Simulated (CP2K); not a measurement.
The system is MgSi.

```xyz
2
Lattice="2.9084 0.0000 0.0000 0.0000 2.9084 0.0000 0.0000 0.0000 4.1034" Properties=species:S:1:pos:R:3 pbc="T T T"
Si    1.4542    1.4542    2.0517
Mg    0.0000    0.0000    0.0000
```

The cell comes from a database or a generator and needn't be the stable form of this composition.

Base run:

| Item | Value |
| --- | --- |
| Program | CP2K 2026.2 |
| Functional | PBEsol |
| Dispersion | D3 |
| Potentials or basis | POTENTIAL_UZH Si GTH-PBE-q4, Mg GTH-PBE-q10; TZVP-MOLOPT-PBE-GTH basis |
| Density cutoff | 19048 eV |
| k mesh | 9 × 9 × 7 |
| Occupations | fermi-dirac, width 0.05 eV |
| Spin | no spin polarisation |

Its results: band gap on the k mesh none (metal or under the smearing width); pressure -1.9 GPa.

Question: The run is repeated on the same cell with these changes: dispersion from D3 to D3(BJ). What comes out?

Answer: Band gap on the k mesh none (metal or under the smearing width); pressure -3.3 GPa.

Caveats: the potentials were made for another functional, which shifts forces and pressure; the basis of atomic orbitals isn't converged, which shifts pressures, moduli and gaps; pairwise dispersion overbinds metals, which lowers pressure and volume.
